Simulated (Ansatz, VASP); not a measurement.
Given: the input of a run of VASP 6.6.1 on Os (Osmium). 

File INCAR:

```
PREC = Accurate
ENCUT = 520
EDIFF = 1E-6
ISMEAR = 0
SIGMA = 0.015
LREAL = F
LASPH = T
NELM = 80
ALGO = Normal
ISIF = 2
LWAVE = F
LCHARG = F
GGA = PE
NBANDS = 15
```

The input KPOINTS:

```
regular mesh
0
Gamma
  11 11 6
```

POSCAR

```
Os
1.0
    2.7341000000      0.0000000000      0.0000000000
   -1.3670500000      2.3678000565      0.0000000000
    0.0000000000      0.0000000000      4.3197000000
Os
2
Direct
    0.6666666667      0.3333333333      0.7500000000
    0.3333333333      0.6666666667      0.2500000000
```

Potentials or basis: VASP PAW PBE potentials, release 64 (Os).

Run with:

```console
$ cat potpaw_PBE.64/Os/POTCAR > POTCAR
$ mpirun -np 1 vasp_std > vasp.out
```

What does the same run look like in Ansatz 0.2.0? Potentials or basis there: Ansatz PAW, cutoff 420 eV.

As run (cutoffs and basis follow the program's own potentials, and thresholds, step limits or extra output files can differ):

File input.yaml:

```yaml
crystal:
  lattice:
    - [2.7341, 0.0, 0.0]
    - [-1.36705, 2.3678000565, 0.0]
    - [0.0, 0.0, 4.3197]
  atoms:
    - { symbol: Os, position: [0.6666666667, 0.3333333333, 0.75] }
    - { symbol: Os, position: [0.3333333333, 0.6666666667, 0.25] }
hamiltonian:
  xc: pbe
  pseudopotentials: { kind: paw }
kpoints:
  mp_grid: { grid: [11, 11, 6] }
scf:
  occupations: { method: gaussian, width: 0.015 }
output:
  forces: true
  stress: true
  eigenvalues: true
  write_density: true
  write_potential: true
  elf: true
  volumetric_format: npy
```

Potentials or basis: Ansatz PAW.

The run is started by

```bash
$ ansatz run input.yaml --threads 2 --pin off --max-ram 5632MiB --backend cpu --events-out ev --progress --plain --runs-dir out
```

Both were run:

|  | VASP | Ansatz |
| --- | --- | --- |
| Pressure | 8.8 GPa | 8.8 GPa |

Ansatz's pressure holds a Pulay term of +0.09 GPa for its cutoff of 420 eV, which the other run lacks.

The potentials hold 16 and 32 valence electrons a cell.

Where Ansatz's input types no cutoff or centring, it takes its own default and a Γ-centred mesh.

Pressure is positive in compression.
